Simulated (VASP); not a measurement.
**KTaO$_{3}$ (distorted cubic perovskite): a PBEsol single-point calculation in VASP**

INCAR

```
NSW = 0
SIGMA = 0.02
LCHARG = .TRUE.
LELF = .TRUE.
EDIFF = 1E-7
LASPH = .TRUE.
ISMEAR = -1
LREAL = .FALSE.
ENCUT = 520
NBANDS = 27
GGA = PS
ISIF = 2
IBRION = -1
LWAVE = .FALSE.
PREC = Accurate
NELM = 120
```

KPOINTS

```
KPOINTS created by Atomic Simulation Environment
0
Gamma
6 6 6
0 0 0
```

POSCAR

```
K  Ta O
 1.0000000000000000
     4.0483000000000002   -0.0034000000000000   -0.0125000000000000
    -0.0034000000000000    4.0247000000000002    0.0617000000000000
    -0.0125000000000000    0.0617000000000000    3.9611000000000001
 K   Ta  O
   1   1   3
Cartesian
  0.0030852000000000  4.0094253800000006  0.0630299800000000
  2.0383608000000000  2.0079315400000000  2.0469405700000003
  2.0216973800000000  2.0887365199999999  3.9791828499999999
  2.0205564899999997  4.0314793399999997  2.0467268100000000
  0.0158826000000000  2.0506526900000002  2.0260933800000003
```

VASP ran with the recommended PBE PAW datasets (38 valence electrons in the cell).

Command

```
mpirun -np 1 vasp_std
```

From OUTCAR

```
k-points           NKPTS =    112   k-points in BZ     NKDIM =    112   number of bands    NBANDS=     27

   NELECT =      38.0000    total number of electrons

   dimension x,y,z NGX =    30 NGY =   30 NGZ =   30
   dimension x,y,z NGXF=    60 NGYF=   60 NGZF=   60

  energy-cutoff  :      520.00
  volume of cell :       64.52
      direct lattice vectors                 reciprocal lattice vectors
     4.048300000 -0.003400000 -0.012500000     0.247019829  0.000196775  0.000776453
    -0.003400000  4.024700000  0.061700000     0.000196775  0.248525227 -0.003870528
    -0.012500000  0.061700000  3.961100000     0.000776453 -0.003870528  0.252517866

 k-points in reciprocal lattice and weights: KPOINTS created by Atomic Simulation Env
   0.00000000  0.00000000  0.00000000       0.005
   0.16666667 -0.00000000 -0.00000000       0.009
   0.33333333  0.00000000 -0.00000000       0.009
   0.50000000  0.00000000 -0.00000000       0.005
   0.00000000  0.16666667  0.00000000       0.009
   0.16666667  0.16666667 -0.00000000       0.009
   0.33333333  0.16666667 -0.00000000       0.009
   0.50000000  0.16666667 -0.00000000       0.009
   ...

 E-fermi :   2.0148

 k-point     1 :       0.0000    0.0000    0.0000
  band No.  band energies     occupation
      1     -32.6162      2.00000
      2     -32.5717      2.00000
      3     -32.5669      2.00000
      4     -25.5859      2.00000
      5     -15.9074      2.00000
      6     -15.2158      2.00000
      7     -15.0476      2.00000
      8      -9.2273      2.00000
      9      -9.2238      2.00000
     10      -9.1757      2.00000
     11      -0.9669      2.00000
     12      -0.9478      2.00000
     13      -0.8285      2.00000
     14       0.4072      2.00000
     15       0.4213      2.00000
     16       0.6017      2.00000
     17       0.8720      2.00000
     18       0.9008      2.00000
     19       0.9502      2.00000
     20       3.5868      0.00000
     21       3.6686      0.00000
     22       3.6925      0.00000
     23       7.7664      0.00000
     24       7.9866      0.00000
     25       8.3453      0.00000
     26       9.4178      0.00000
     27       9.5210      0.00000

 k-point     2 :       0.1667   -0.0000   -0.0000
  band No.  band energies     occupation
      1     -32.6155      2.00000
      2     -32.5860      2.00000
      3     -32.5706      2.00000
      4     -25.5796      2.00000
      5     -15.8715      2.00000
      6     -15.1918      2.00000
      7     -14.9052      2.00000
      8      -9.2190      2.00000
      9      -9.1881      2.00000
     10      -9.1658      2.00000
     11      -1.5669      2.00000
     12      -0.9742      2.00000
     13      -0.8493      2.00000
     14       0.0632      2.00000
     15       0.1045      2.00000
     16       0.3028      2.00000
     17       0.3698      2.00000
     18       0.6874      2.00000
     19       0.8575      2.00000
     20       3.7255      0.00000
     21       4.3255      0.00000
     22       4.4206      0.00000
     23       8.1273      0.00000
     24       8.4528      0.00000
     25       9.0179      0.00000
     26       9.7499      0.00000
     27       9.9023      0.00000

 k-point     3 :       0.3333    0.0000   -0.0000
  band No.  band energies     occupation
      1     -32.6236      2.00000
      2     -32.6136      2.00000
      3     -32.5692      2.00000
      4     -25.5669      2.00000
      5     -15.8522      2.00000
      6     -15.1747      2.00000
      7     -14.4892      2.00000
      8      -9.2036      2.00000
      9      -9.1472      2.00000
     10      -9.1127      2.00000
     11      -2.9904      2.00000
     12      -0.9929      2.00000
     13      -0.8806      2.00000
     14      -0.5437      2.00000
     15      -0.4832      2.00000
     16      -0.3556      2.00000
     17       0.1384      2.00000
     18       0.5775      2.00000
     19       0.7820      2.00000
     20       3.7996      0.00000
     21       5.6276      0.00000
     22       5.7051      0.00000
     23       8.2293      0.00000
     24       9.2590      0.00000
     25      10.1665      0.00000
     26      10.4560      0.00000
     27      11.2285      0.00000

 k-point     4 :       0.5000    0.0000   -0.0000
  band No.  band energies     occupation
      1     -32.6416      2.00000
      2     -32.6131      2.00000
      3     -32.5685      2.00000
      4     -25.5606      2.00000
      5     -15.8573      2.00000
      6     -15.1699      2.00000
      7     -14.2329      2.00000
      8      -9.1959      2.00000
      9      -9.1372      2.00000
     10      -9.0752      2.00000
     11      -3.7058      2.00000
     12      -0.9339      2.00000
     13      -0.8830      2.00000
     14      -0.8231      2.00000
     15      -0.7321      2.00000
     16      -0.6148      2.00000
     17       0.0354      2.00000
     18       0.5456      2.00000
     19       0.7537      2.00000
     20       3.8377      0.00000
     21       6.2784      0.00000
     22       6.3353      0.00000
     23       8.2431      0.00000
     24       9.8107      0.00000
     25      10.3985      0.00000
     26      10.8333      0.00000
     27      11.9902      0.00000

 k-point     5 :       0.0000    0.1667    0.0000
  band No.  band energies     occupation
      1     -32.6178      2.00000
      2     -32.5893      2.00000
      3     -32.5664      2.00000
      4     -25.5793      2.00000
      5     -15.8569      2.00000
      6     -15.1537      2.00000
      7     -14.9471      2.00000
      8      -9.2159      2.00000
      9      -9.1938      2.00000
     10      -9.1619      2.00000
     11      -1.5741      2.00000
     12      -0.9861      2.00000
     13      -0.8848      2.00000
     14       0.0238      2.00000
     15       0.0724      2.00000
     16       0.3122      2.00000
     17       0.4077      2.00000
     18       0.7368      2.00000
     19       0.8351      2.00000
     20       3.6822      0.00000
     21       4.3881      0.00000
     22       4.4332      0.00000
     23       7.9956      0.00000
     24       8.4688      0.00000
     25       9.1253      0.00000
     26       9.7700      0.00000
     27       9.9077      0.00000

 k-point     6 :       0.1667    0.1667   -0.0000
  band No.  band energies     occupation
      1     -32.6171      2.00000
      2     -32.5892      2.00000
      3     -32.5844      2.00000
      4     -25.5738      2.00000
      5     -15.8070      2.00000
      6     -15.0636      2.00000
      7     -14.8794      2.00000
      8      -9.2204      2.00000
      9      -9.1710      2.00000
     10      -9.1445      2.00000
     11      -1.6612      2.00000
     12      -1.5176      2.00000
     13      -0.9126      2.00000
     14      -0.5902      2.00000
     15      -0.1086      2.00000
     16       0.0968      2.00000
     17       0.2986      2.00000
     18       0.5909      2.00000
     19       0.7148      2.00000
     20       4.3570      0.00000
     21       4.5073      0.00000
     22       4.8653      0.00000
     23       8.6936      0.00000
     24       8.9399      0.00000
     25       9.4675      0.00000
     26      10.0623      0.00000
     27      10.2570      0.00000

 k-point     7 :       0.3333    0.1667   -0.0000
  band No.  band energies     occupation
      1     -32.6227      2.00000
      2     -32.6152      2.00000
      3     -32.5868      2.00000
      4     -25.5627      2.00000
      5     -15.7639      2.00000
      6     -15.0208      2.00000
      7     -14.5030      2.00000
      8      -9.2040      2.00000
      9      -9.1458      2.00000
     10      -9.1148      2.00000
     11      -2.9967      2.00000
     12      -1.6702      2.00000
     13      -1.3216      2.00000
     14      -0.9565      2.00000
     15      -0.5824      2.00000
     16      -0.1790      2.00000
     17       0.1412      2.00000
     18       0.4390      2.00000
     19       0.7170      2.00000
     20       4.5107      0.00000
     21       5.6866      0.00000
     22       5.9306      0.00000
     23       8.8861      0.00000
     24       9.7856      0.00000
     25      10.5488      0.00000
     26      10.7255      0.00000
     27      11.4419      0.00000

 ...

  Total       -2.4996152     -1.6855886      0.8983157      0.0613075     -1.2257258      0.2534849
  in kB      -62.0683152    -41.8551009     22.3062109      1.5223363    -30.4361778      6.2943200
  external PRESSURE =     -27.2057351 kB  Pullay stress =       0.0000000 kB

 POSITION                                       TOTAL-FORCE (eV/Angst)
 -----------------------------------------------------------------------------------
      0.00309      4.00943      0.06303         0.051092     -0.038682      0.092619
      2.03836      2.00793      2.04694        -0.035945      0.012596     -0.248459
      2.02170      2.08874      3.97918         0.062698     -0.190472      0.344259
      2.02056      4.03148      2.04673         0.086534      0.394809     -0.094452
      0.01588      2.05065      2.02609        -0.164380     -0.178250     -0.093967
 -----------------------------------------------------------------------------------
    total drift:                                0.000398      0.000444      0.000089

  FREE ENERGIE OF THE ION-ELECTRON SYSTEM (eV)
  ---------------------------------------------------
  free  energy   TOTEN  =       -42.8585855093 eV

  energy  without entropy=      -42.8585855093  energy(sigma->0) =      -42.85858551
```

```json
{"gap between bands v and c on the k mesh": "2.01 eV", "least direct gap on the k mesh": "2.64 eV", "pressure": "-2.7 GPa", "largest force": "0.42 eV/Å"}
```

Band v is the last that the valence electrons fill when counted band by band, and c is the next.

The run took about 72 s on one core of a shared host (Intel Xeon 6975P-C) and held 0.31 GiB at most.
